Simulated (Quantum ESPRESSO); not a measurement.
Si2Ni:

```
Ni Si
1.0
     0.00000    2.70300    2.70300
     2.70300    0.00000    2.70300
     2.70300    2.70300    0.00000
Ni Si
1 2
Cartesian
  0.0000 0.0000 0.0000
  4.0545 4.0545 4.0545
  1.3515 1.3515 1.3515
```

Base run:

| Property | Result |
| --- | --- |
| Program | Quantum ESPRESSO 7.5 |
| Functional | PBEsol |
| Potentials or basis | GBRV 1.5 PBEsol |
| Cutoff | 612 eV |
| Density cutoff | 4898 eV |
| k mesh | 9 × 9 × 9 |
| Occupations | fermi-dirac, width 0.05 eV |
| Spin | collinear spin, ferromagnetic start |
| Starting moments | [1.0, 0.0, 0.0] μB |

Its results: band gap on the k mesh none (metal or under the smearing width); pressure -0.8 GPa; net moment 0.00 μB per cell.

**Question.** The run is repeated on the same cell with these changes: functional from PBEsol to LDA; potentials or basis from GBRV 1.5 PBEsol to GBRV 1.5 LDA. What comes out?

**Answer.** Band gap on the k mesh none (metal or under the smearing width); pressure -4.2 GPa; net moment 0.00 μB per cell.

Caveats: some levels on the path didn't converge (some runs).
